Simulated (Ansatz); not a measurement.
**TiO2: field gradients at two levels of theory**

Cell: an entry of the Crystallography Open Database (COD), its atoms then relaxed with PBE in this cell.

Space group Pbcn (No. 60); a = 4.5318, b = 5.5019, c = 4.9063 Å.

| site | Wyckoff | site symmetry | x | y | z |
| --- | --- | --- | --- | --- | --- |
| Ti | 4c | .2. | 0.0000 | 0.1758 | 0.2500 |
| O | 8d | 1 | 0.2702 | 0.3824 | 0.4195 |

One atom of each set is listed.

First run. The numbers come from a DFT calculation in Ansatz (PBE, plane waves and PAW, scalar-relativistic, 420 eV cutoff, Γ-centred 5×4×4 k-points, Fermi–Dirac smearing 0.02 eV).

```csv
site,V_zz (10²¹ V/m²),η
Ti,2.83,0.51
O,-2.71,0.53
```

Second run. The same atoms and settings, except that the functional is r2SCAN and the cutoff is 500 eV.

Q: What does the second run give?

A: 

```tsv
site	V_zz	η	change of V_zz
Ti	2.77	0.50	-0.06
O	-2.96	0.51	-0.25
```

The largest change of V_zz is on O, from -2.71 to -2.96. In per cent, |V_zz| changes by -2 on Ti, +9 on O (all sites that start above 0.5).

For the first run: At this cell the PBE pressure is 6 GPa, so with PBE the cell would grow if it were relaxed.
